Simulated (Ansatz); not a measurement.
Crystal: Yb.

```
CELL_PARAMETERS angstrom
0.00000 2.74310 2.74310
2.74310 0.00000 2.74310
2.74310 2.74310 0.00000
ATOMIC_POSITIONS crystal
Yb 0.00000 0.00000 0.00000
```

```yaml
Program: Ansatz 0.2.0
Task: single point
Functional: PBE
Potentials_or_basis: Ansatz PAW
Cutoff: "420 eV (not typed: the program's choice for these potentials)"
k_mesh: 8 × 8 × 8
Occupations: fermi-dirac, width 0.05 eV
Spin: collinear spin, ferromagnetic start
Starting_moments: "[1.0] μB"
```

On this cell: pressure -2.1 GPa; net moment 0.00 μB per cell; band gap on the k mesh none (metal or under the smearing width).

The same run follows on a disturbed copy (cell strained at random at fixed volume):

```
CELL_PARAMETERS angstrom
0.02787 2.74064 2.75688
2.75043 0.00117 2.78359
2.73047 2.74738 0.02112
ATOMIC_POSITIONS crystal
Yb 0.00540 0.01284 0.98478
```

What does the disturbed cell give?

The energy (extrapolated to zero smearing) moves by +0.8 meV/atom; pressure -2.1 GPa; net moment 0.00 μB per cell; band gap on the k mesh none (metal or under the smearing width).

Stress tensor (GPa, compression positive):
```
-2.06 -0.05 -0.29
-0.05 -2.14  0.04
-0.29  0.04 -2.21
```

Caveats: spin-orbit coupling is left out, which moves the levels of the heavy elements; the starting moments weren't kept.
